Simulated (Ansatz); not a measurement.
**Structure relaxation of Te**

Method: Ansatz 0.2.0, DFT r2SCAN, scalar-relativistic, plane waves, PAW. Cutoff 500 eV, Γ-centred k mesh, Gaussian smearing, no spin polarisation in the final step.

Te was placed on the grey arsenic (A7) structure type (R-3m, No. 166), at a guessed volume.

```yaml
crystal:
  lattice:
    - [2.21417, 1.27835, 4.10592]
    - [-2.21417, 1.27835, 4.10592]
    - [0.00000, -2.55671, 4.10592]
  atoms:
    - { symbol: Te, position: [0.22754, 0.22754, 0.22754] }
    - { symbol: Te, position: [0.77246, 0.77246, 0.77246] }
```

Cell and atoms relax at zero pressure; the relaxation can't lower the symmetry of the start. After a coarse first stage the cell is made exact in the group found at 0.06 Å.

Energies count from the standard state of Te at the same level.

**Question.** Which crystal results?

**Answer.** It ends in Pm-3m (No. 221). The result has the simple cubic structure. Conventional cell: a = 3.188 Å. Te is coordinated by 6 Te at 3.19 Å.

Space group Pm-3m (No. 221). a = 3.188 Å, b = 3.188 Å, c = 3.188 Å, α = 90.00°, β = 90.00°, γ = 90.00°
```tsv
atom	site	symmetry	x	y	z
Te	1b	m-3m	0.5000	0.5000	0.5000
```

**Question.** What are its volume, energy, density and gap?

**Answer.** The volume per atom is 32.41 Å³ and the density is 6.54 g/cm³. The energy over the standard structure is 0.09 eV/atom and the gap on the 18×18×18 mesh is 0 eV (a metal).

The final run used a 18×18×18 mesh on its 1-atom cell and 0.10 eV smearing. The k mesh leaves about 4 meV/atom of noise in metals. Spin–orbit coupling is left out. Symmetry constrained the relaxation, so the result can be a saddle point. The steps took roughly 120 core-seconds in all.

This simple cubic form isn't the element's structure at ambient conditions.